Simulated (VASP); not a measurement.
# C (P6_3/mmc) in VASP: a series of runs, part 2 of 2

VASP 6.6.1.

## 4. Relaxation of cell and atoms, PBE

The COD entry that gives the cell may itself be a prediction, so a difference from it is no test against experiment.

Contents of INCAR:

```
SYSTEM = C
PREC = Accurate
ENCUT = 680
EDIFF = 1E-6
ISMEAR = -1
SIGMA = 0.05
LREAL = .FALSE.
LASPH = .TRUE.
NELM = 100
ALGO = Normal
ISIF = 3
LWAVE = .FALSE.
LCHARG = .FALSE.
GGA = PE
IBRION = 2
NSW = 60
EDIFFG = -0.005
```

Contents of KPOINTS:

```
Automatic mesh
0
G
  12 12 4
  0 0 0
```

Contents of POSCAR:

```
C
1.0
    2.5221000000      0.0000000000      0.0000000000
   -1.2610500000      2.1842026709      0.0000000000
    0.0000000000      0.0000000000      8.2371000000
C
8
Direct
    0.6666666667      0.3333333333      0.8437500000
    0.3333333333      0.6666666667      0.3437500000
    0.6666666667      0.3333333333      0.6562500000
    0.3333333333      0.6666666667      0.1562500000
    0.0000000000      0.0000000000      0.9062500000
    0.0000000000      0.0000000000      0.4062500000
    0.0000000000      0.0000000000      0.5937500000
    0.0000000000      0.0000000000      0.0937500000
```

Potentials or basis: VASP PAW PBE potentials, release 64 (C_GW).

Launch:

```console
$ cat potpaw_PBE.64/C_GW/POTCAR > POTCAR
$ mpirun -np 1 vasp_std > vasp.out
```

OUTCAR:

```text
SYSTEM = C
   PREC = Accurate
   ENCUT = 680
   EDIFF = 1E-6
   ISMEAR = -1
   LREAL = .FALSE.
   LASPH = .TRUE.
   NELM = 100
   ISIF = 3
   GGA = PE
   IBRION = 2
   NSW = 60
   EDIFFG = -0.005

 ion  position               nearest neighbor table
   1  0.667  0.333  0.844-   3 1.54   5 1.54   5 1.54   5 1.54
   2  0.333  0.667  0.344-   4 1.54   6 1.54   6 1.54   6 1.54
   3  0.667  0.333  0.656-   1 1.54   7 1.54   7 1.54   7 1.54
   4  0.333  0.667  0.156-   2 1.54   8 1.54   8 1.54   8 1.54
   5  0.000  0.000  0.906-   8 1.54   1 1.54   1 1.54   1 1.54
   6  0.000  0.000  0.406-   7 1.54   2 1.54   2 1.54   2 1.54
   7  0.000  0.000  0.594-   6 1.54   3 1.54   3 1.54   3 1.54
   8  0.000  0.000  0.094-   5 1.54   4 1.54   4 1.54   4 1.54

  LATTYP: Found a hexagonal cell.
 ALAT       =     2.5221000000
 C/A-ratio  =     3.2659688355

  Lattice vectors:

 A1 = (   2.5221000000,   0.0000000000,   0.0000000000)
 A2 = (  -1.2610500000,   2.1842026709,   0.0000000000)
 A3 = (   0.0000000000,   0.0000000000,   8.2371000000)

Analysis of symmetry for initial positions (statically):
=====================================================================
 Subroutine PRICEL returns:
 Original cell was already a primitive cell.

 Routine SETGRP: Setting up the symmetry group for a
 hexagonal supercell.

 Subroutine GETGRP returns: Found 24 space group operations
 (whereof 12 operations were pure point group operations)
 out of a pool of 24 trial point group operations.

The static configuration has the point symmetry D_3d.
 The point group associated with its full space group is D_6h.

Analysis of symmetry for dynamics (positions and initial velocities):
=====================================================================
 Subroutine PRICEL returns:
 Original cell was already a primitive cell.

 Routine SETGRP: Setting up the symmetry group for a
 hexagonal supercell.

 Subroutine GETGRP returns: Found 24 space group operations
 (whereof 12 operations were pure point group operations)
 out of a pool of 24 trial point group operations.

The dynamic configuration has the point symmetry D_3d.
 The point group associated with its full space group is D_6h.

 Subroutine INISYM returns: Found 24 space group operations
 (whereof 12 operations are pure point group operations),
 and found     1 'primitive' translations

----------------------------------------------------------------------------------------

                                     Primitive cell

  volume of cell :      45.3764

  direct lattice vectors                    reciprocal lattice vectors
     2.522100000  0.000000000  0.000000000     0.396494984  0.228916486  0.000000000
    -1.261050000  2.184202671  0.000000000     0.000000000  0.457832972  0.000000000
     0.000000000  0.000000000  8.237100000     0.000000000  0.000000000  0.121401950

  length of vectors
     2.522100000  2.522100000  8.237100000     0.457832972  0.457832972  0.121401950

  position of ions in fractional coordinates (direct lattice)
     0.666666667  0.333333333  0.843750000
     0.333333333  0.666666667  0.343750000
     0.666666667  0.333333333  0.656250000
     0.333333333  0.666666667  0.156250000
[... 68 lines left out ...]
 [... further k-points ...]
   k-points           NKPTS =     57   k-points in BZ     NKDIM =     57   number of bands    NBANDS=     21
   number of dos      NEDOS =    301   number of ions     NIONS =      8
   total plane-waves  NPLWV =  40320
   dimension x,y,z NGX =    24 NGY =   24 NGZ =   70
   dimension x,y,z NGXF=    48 NGYF=   48 NGZF=  140
   ions per type =               8
   NGX,Y,Z   is equivalent  to a cutoff of  15.82, 15.82, 14.13 a.u.
   NGXF,Y,Z  is equivalent  to a cutoff of  31.64, 31.64, 28.26 a.u.
 SYSTEM =  C
   PREC   = accura    normal or accurate (medium, high low for compatibility)
   ISTART =      0    job   : 0-new  1-cont  2-samecut
   ICHARG =      2    charge: 1-file 2-atom 10-const
   ISPIN  =      1    spin polarized calculation?
   LNONCOLLINEAR =      F non collinear calculations
   LSORBIT =      F    spin-orbit coupling
   LASPH  =      T    aspherical Exc in radial PAW
   ENCUT  =  680.0 eV  49.98 Ry    7.07 a.u.   5.36  5.36 17.51*2*pi/ulx,y,z
   NELM   =    100;   NELMIN=  2; NELMDL= -5     # of ELM steps
   EDIFF  = 0.1E-05   stopping-criterion for ELM
   LREAL  =      F    real-space projection
   EDIFFG = -.5E-02   stopping-criterion for IOM
   NSW    =     60    number of steps for IOM
   IBRION =      2    ionic relax: 0-MD 1-quasi-New 2-CG
   NFREE  =      1    steps in history (QN), initial steepest desc. (CG)
   ISIF   =      3    stress and relaxation
   ISYM   =      2    0-nonsym 1-usesym 2-fastsym
   POTIM  = 0.5000    time-step for ionic-motion
   TEBEG  =    0.0;   TEEND  =   0.0 temperature during run
   PSTRESS=    0.0 pullay stress
   NELECT =      32.0000    total number of electrons
   NUPDOWN=      -1.0000    fix difference up-down
   EMIN   =  10.00;   EMAX   =-10.00  energy-range for DOS
   EFERMI =   0.00;   METHOD = LEGACY
   ISMEAR =    -1;   SIGMA  =   0.05  broadening in eV -4-tet -1-fermi 0-gaus
   EFERMI_NEDOS =   21; number of points for ismear=-14 and -15
   IALGO  =     38    algorithm
   IMIX   =      4    mixing-type and parameters
     AMIX     =   0.40;   BMIX     =  1.00
     AMIX_MAG =   1.60;   BMIX_MAG =  1.00
  volume/ion in A,a.u.               =       5.67        38.28
  Fermi-wavevector in a.u.,A,eV,Ry     =   1.457186  2.753682 28.890486  2.123391
  Thomas-Fermi vector in A             =   2.574017
   LORBIT       =      0    0 simple, 1 ext, 2 COOP (PROOUT), +10 PAW based schemes
   GGA     = PE    functional components
   LHFCALC =     F    Hartree Fock is set to
   AEXX    =    0.0000 exact exchange contribution
   IVDW    =     0    specifies the selected vdW correction
   LEPSILON=     F    determine dielectric tensor
   LRPA    =     F    only Hartree local field effects (RPA)
 conjugate gradient relaxation of ions
 non-spin polarized calculation
  energy-cutoff  :      680.00
  volume of cell :       45.38
 maximum number of plane-waves:      1871
 NGX is ok and might be reduce to    24
   NGX = 11   NGY = 11   NGZ = 35

--------------------------------------- Ionic step        1  -------------------------------------------

 number of electron      32.0000001 magnetization

 Free energy of the ion-electron system (eV)
  ---------------------------------------------------
  ext. energy  EPLUGINS =         0.00000000
  ---------------------------------------------------
  free energy    TOTEN  =       -72.73601673 eV

  energy without entropy =      -72.73601673  energy(sigma->0) =      -72.73601673

------------------------ aborting loop because EDIFF is reached ----------------------------------------

  FORCE on cell =-STRESS in cart. coord.  units (eV):
  Direction    XX          YY          ZZ          XY          YZ          ZX
  --------------------------------------------------------------------------------------
  -------------------------------------------------------------------------------------
  Total       -0.5915965     -0.5915965      2.8919627      0.0000000     -0.0000000      0.0000000
  in kB      -20.8884677    -20.8884677    102.1112753      0.0000000     -0.0000000      0.0000000
  external PRESSURE =      20.1114466 kB  Pullay stress =       0.0000000 kB
[... 197 lines left out ...]
--------------------------------------- Ionic step        6  -------------------------------------------

 number of electron      32.0000000 magnetization

 Free energy of the ion-electron system (eV)
  ---------------------------------------------------
  ext. energy  EPLUGINS =         0.00000000
  ---------------------------------------------------
  free energy    TOTEN  =       -72.75632729 eV

  energy without entropy =      -72.75632729  energy(sigma->0) =      -72.75632729

 E-fermi :  10.7818     XC(G=0): -13.1982

 val. band max:        9.8246531689   @ k =   0.0000   0.0000   0.0000
 cond. band min:      14.3598281309   @ k =   0.4167   0.0000   0.0000
 fundamental gap:      4.5351749620
 Fermi energy:        10.7817739658

 k-point     1 :       0.0000    0.0000    0.0000
  band No.  band energies     occupation
      1     -11.7334      2.00000
      2     -10.0964      2.00000
      3      -9.9945      2.00000
      4      -6.0895      2.00000
      5      -3.6419      2.00000
      6       2.9998      2.00000
[... 565 lines left out ...]
     20      17.2949      0.00000
     21      17.8594      0.00000

 [... further k-points ...]

------------------------ aborting loop because EDIFF is reached ----------------------------------------

  FORCE on cell =-STRESS in cart. coord.  units (eV):
  Direction    XX          YY          ZZ          XY          YZ          ZX
  --------------------------------------------------------------------------------------
  -------------------------------------------------------------------------------------
  Total       -0.0087924     -0.0087924      0.0144979     -0.0000000      0.0000000      0.0000000
  in kB       -0.3090905     -0.3090905      0.5096635     -0.0000000      0.0000000      0.0000000
  external PRESSURE =      -0.0361725 kB  Pullay stress =       0.0000000 kB
[... 23 lines left out ...]
  FREE ENERGIE OF THE ION-ELECTRON SYSTEM (eV)
  ---------------------------------------------------
  free  energy   TOTEN  =       -72.7563272877 eV

  energy  without entropy=      -72.7563272876  energy(sigma->0) =      -72.75632729

 reached required accuracy - stopping structural energy minimisation
```

Wall time 3.8 min (1 thread of Intel Xeon Platinum 8259CL at 2.50GHz (Skylake/Cascade Lake), shared host); peak memory 0.21 GiB.

What came out:

```
Free energy                            : -72.7563 eV
Relaxed volume                         : 5.70 Å³/atom
Relaxed cell                           : a = 2.518 Å, b = 2.518 Å, c = 8.303 Å, α = 90.00°, β = 90.00°, γ = 120.00°
Space group after relaxing (to 0.05 Å) : P6_3/mmc (No. 194)
Energy gained by relaxing              : 2.5 meV/atom
Ionic steps                            : 6
Pressure after relaxing                : 0.0 GPa
Largest force after relaxing           : 0.003 eV/Å
Band gap on the k mesh                 : 4.54 eV, indirect (least direct gap 5.29 eV)
```

Forces in eV/Å, atoms in the order of the input:
```
C    0.000  0.000  0.003
C    0.000  0.000  0.003
C    0.000  0.000 -0.003
C    0.000  0.000 -0.003
C    0.000  0.000  0.001
C    0.000  0.000  0.001
C    0.000  0.000 -0.001
C    0.000  0.000 -0.001
```

Stress tensor (GPa, compression positive):
```
-0.03  0.00  0.00
 0.00 -0.03  0.00
 0.00  0.00  0.05
```

The path:
| step | energy change (eV) | largest force (eV/Å) | pressure (GPa) | volume (Å³) |
| --- | --- | --- | --- | --- |
| 1 | 0.0000 | 0.3286 | 2.01 | 45.38 |
| 2 | 0.0125 | 0.4668 | -2.23 | 45.84 |
| 3 | -0.0202 | 0.0407 | -0.01 | 45.58 |
| 4 | -0.0202 | 0.0345 | 0.03 | 45.57 |
| 5 | -0.0202 | 0.0364 | -0.03 | 45.58 |
| 6 | -0.0203 | 0.0032 | 0.00 | 45.58 |

Final structure:
```
C
1.0
     2.51765    0.00000    0.00000
    -1.25882    2.18035    0.00000
     0.00000    0.00000    8.30255
C
8
Direct
  0.66667 0.33333 0.84446
  0.33333 0.66667 0.34446
  0.66667 0.33333 0.65554
  0.33333 0.66667 0.15554
  0.00000 0.00000 0.90702
  0.00000 0.00000 0.40703
  0.00000 0.00000 0.59298
  0.00000 0.00000 0.09298
```

Levels at points of the mesh, in eV from the valence-band top:
```tsv
k point	band 14	band 15	band 16	band 17	band 18	band 19
(0.00, 0.00, 0.00)	-0.22	0.00	0.00	5.29	5.29	5.47
(0.50, 0.00, 0.00)	-4.66	-3.66	-2.95	4.60	5.57	5.98
(0.00, 0.00, 0.50)	-0.65	-0.65	-0.65	6.06	6.06	6.06
(0.50, 0.00, 0.50)	-4.71	-3.65	-3.65	4.94	4.94	6.98
```

A k mesh can miss the band edges. Zero-point motion and thermal expansion aren't in these numbers.

## 5. Relaxation of cell and atoms, PBE

Contents of INCAR:

```
SYSTEM = C
ALGO = Normal
EDIFF = 1E-6
EDIFFG = -0.02
ENCUT = 630
GGA = PE
IBRION = 2
ISIF = 3
ISMEAR = -1
LASPH = .TRUE.
LCHARG = .FALSE.
LREAL = .FALSE.
LWAVE = .FALSE.
NELM = 60
NSW = 60
PREC = Accurate
SIGMA = 0.05
```

Contents of KPOINTS:

```
k-points
0
G
  12 12 4
  0 0 0
```

POSCAR is that of step 4.

Launch:

```console
$ cat potpaw_PBE.64/C_GW/POTCAR > POTCAR
$ mpirun -np 1 vasp_std > vasp.out
```

Run time: 3.6 min. Hardware: 1 thread of Intel Xeon Platinum 8259CL at 2.50GHz (Skylake/Cascade Lake), shared host; peak memory 0.21 GiB.

It converged, with:

```
Free energy                            : -72.7586 eV
Relaxed volume                         : 5.70 Å³/atom
Relaxed cell                           : a = 2.518 Å, b = 2.518 Å, c = 8.303 Å, α = 90.00°, β = 90.00°, γ = 120.00°
Space group after relaxing (to 0.05 Å) : P6_3/mmc (No. 194)
Energy gained by relaxing              : 2.5 meV/atom
Ionic steps                            : 6
Pressure after relaxing                : 0.0 GPa
Largest force after relaxing           : 0.003 eV/Å
Band gap on the k mesh                 : 4.53 eV, indirect (least direct gap 5.30 eV)
```

Forces in eV/Å, atoms in the order of the input:
```
C    0.000  0.000  0.003
C    0.000  0.000  0.003
C    0.000  0.000 -0.003
C    0.000  0.000 -0.003
C    0.000  0.000  0.001
C    0.000  0.000  0.001
C    0.000  0.000 -0.001
C    0.000  0.000 -0.001
```

Stress tensor (GPa, compression positive):
```
-0.03  0.00  0.00
 0.00 -0.03  0.00
 0.00  0.00  0.05
```

Step by step:
| step | energy change (eV) | largest force (eV/Å) | pressure (GPa) | volume (Å³) |
| --- | --- | --- | --- | --- |
| 1 | 0.0000 | 0.3285 | 2.07 | 45.38 |
| 2 | 0.0125 | 0.4659 | -2.29 | 45.85 |
| 3 | -0.0202 | 0.0408 | -0.01 | 45.58 |
| 4 | -0.0202 | 0.0346 | 0.03 | 45.58 |
| 5 | -0.0203 | 0.0366 | -0.04 | 45.58 |
| 6 | -0.0204 | 0.0032 | 0.00 | 45.58 |

Final structure:
```cif
data_structure
_symmetry_space_group_name_H-M 'P 1'
_symmetry_Int_Tables_number 1
_cell_length_a 2.5178
_cell_length_b 2.5178
_cell_length_c 8.3029
_cell_angle_alpha 90.000
_cell_angle_beta 90.000
_cell_angle_gamma 120.000
_cell_volume 45.58
loop_
_atom_site_label
_atom_site_type_symbol
_atom_site_fract_x
_atom_site_fract_y
_atom_site_fract_z
_atom_site_occupancy
C1 C 0.66667 0.33333 0.84446 1
C2 C 0.33333 0.66667 0.34446 1
C3 C 0.66667 0.33333 0.65554 1
C4 C 0.33333 0.66667 0.15554 1
C5 C 0.00000 0.00000 0.90703 1
C6 C 0.00000 0.00000 0.40703 1
C7 C 0.00000 0.00000 0.59297 1
C8 C 0.00000 0.00000 0.09297 1
```

Levels at points of the mesh, in eV from the valence-band top:
| k point | band 13 | band 14 | band 15 | band 16 | band 17 | band 18 | band 19 | band 20 |
| --- | --- | --- | --- | --- | --- | --- | --- | --- |
| (0.00, 0.00, 0.00) | -1.72 | -0.22 | 0.00 | 0.00 | 5.30 | 5.30 | 5.47 | 7.11 |
| (0.50, 0.00, 0.00) | -4.91 | -4.66 | -3.66 | -2.95 | 4.60 | 5.57 | 5.98 | 6.02 |
| (0.00, 0.00, 0.50) | -0.65 | -0.65 | -0.65 | -0.65 | 6.06 | 6.06 | 6.06 | 6.06 |
| (0.50, 0.00, 0.50) | -4.71 | -4.71 | -3.65 | -3.65 | 4.94 | 4.94 | 6.98 | 6.98 |

A k mesh can miss the band edges. PBE usually gives volumes a little too large and moduli too small.

## 6. Summary

| potentials or basis | cutoff (eV) | gap on the mesh (eV) | pressure (GPa) | relaxed volume (Å³/atom) |
| --- | --- | --- | --- | --- |
| VASP PAW PBE potentials, release 64 (C) | 580 | 4.53 | 0.0 | 5.70 |
| VASP PAW PBE potentials, release 64 (C) | 600 | 4.53 | 0.0 | 5.70 |
| VASP PAW PBE potentials, release 64 (C_GW) | 680 | 4.54 | 0.0 | 5.70 |
| VASP PAW PBE potentials, release 64 (C_GW) | 630 | 4.53 | 0.0 | 5.70 |

Alike in all rows: task relaxation of cell and atoms; level PBE; no spin polarisation; cell relaxed; k mesh 12 × 12 × 4; smearing fermi-dirac 0.05 eV.

Total energies depend on the potentials used, so only differences within one code and one set of settings carry meaning.
